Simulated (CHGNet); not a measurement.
# Tetradymite Sb₂Te₃

These are the machine-learned potential CHGNet 0.3.0 (trained on PBE and PBE+U data) values and carry that method's errors.

Cell (relaxed at this level):

Sb₂Te₃ is modelled in the trigonal space group R-3m, hexagonal axes (No. 166), Pearson symbol hR5. Cell: a = b = 4.2951 Å, c = 34.1232 Å, α = β = 90.00°, γ = 120.00°. Sb on 6c is surrounded by 6 Te at 3.026–3.175 Å (octahedral). Te1 on 3a sees 6 Sb at 3.175 Å (octahedral). Te2 on 6c is surrounded by 3 Sb at 3.026 Å (trigonal pyramidal). (Neighbours: up to the widest gap in distance over summed covalent radii, below 1.35, at either atom.)
(The calculation used a cell of 5 atoms; values per cell refer to that cell.)

For tetradymite Sb₂Te₃, the lattice parameter a is 4.295 Å and the lattice parameter c is 34.123 Å.

Measured, for comparison: lattice constant a 4.264 Å (302 K, no zero-point or thermal correction, our sources range from 4.256 to 4.264; as tabulated in Anderson, Krause, Acta Cryst. B 30, 1307 (1974), by the American Mineralogist …); lattice parameter c 30.458 Å (302 K, no zero-point or thermal correction, our sources range from 30.363 to 30.458; as tabulated in Anderson, Krause, Acta Cryst. B 30, 1307 (1974), by the American Mineralogist …). Computed (rounded) less measured: lattice constant a +0.7 % (+0.7 % to +0.9 % over the range), lattice parameter c +12.0 % (+12.0 % to +12.4 % over the range).

A machine-learned potential is trained on density-functional data: it inherits that level's misses and adds fitting errors of its own.

Note: elastic tensor is asymmetric by over 3 %: noisy; the model gives imaginary modes for this phase (in the spectrum interpolated from a supercell); the model's c/a of 7.94 is far from the 7.15 of the starting cell; this model's volume lies 14 % above that of the starting cell (a measured, published or database cell).
